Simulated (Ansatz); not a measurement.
# Ni: changing the strain (εzz = s)

```
Ni
1.0
     0.00000    1.73757    1.73757
     1.73757    0.00000    1.73757
     1.73757    1.73757    0.00000
Ni
1
Direct
  0.00000 0.00000 0.00000
```

Kept alike: task single point; functional PBEsol; k mesh 11 × 11 × 11; occupations fermi-dirac, width 0.05 eV; collinear spin, ferromagnetic start. Program: Ansatz, Ansatz PAW, cutoff 420 eV. The mesh is that of the run's cell of 1 atom. No spin-orbit coupling.

| s | free energy over the lowest row (meV/atom) |
| --- | --- |
| -0.04 | 11.28 |
| -0.02 | 1.45 |
| -0.01 | 0.00 |
| 0 | 0.72 |
| 0.01 | 3.50 |
| 0.02 | 8.25 |
| 0.04 | 23.22 |

The cell shown is the unstrained one; x, y and z are its Cartesian axes; atoms keep their fractions. For a metal such a mesh leaves the last digits unconverged. The runs hold the magnetic state that their start led to, which needn't be the lowest. All rows use potentials made for PBE.

Problem. What does the strain (εzz = s) change here?

Solution. The free energy is lowest at -0.01, and 23.22 meV an atom higher at 0.04.

The energy rises smoothly on both sides of a shallow minimum at slight compression, and stretching costs more than compressing by the same amount: 23.22 against 11.28 meV/atom at the largest strains. In a cubic metal, a linear energy change around the unstrained cell signals isotropic stress, not a preference for tetragonal distortion. The starting lattice constant is therefore probably a little too large for this functional and potential, so shortening z relieves part of the tension.

The rise away from the minimum reflects the balance in metallic Ni between cohesion from d and sp electrons and the repulsion that grows as the atoms are pushed together. That repulsion normally makes compression the stiffer direction, so the opposite asymmetry about zero strain comes from the displaced minimum, not from unusual anharmonicity.

Because x and y stay fixed, the strain changes volume as well as shape, and the lowest row is no evidence that fcc Ni would become tetragonal if all the axes could relax.
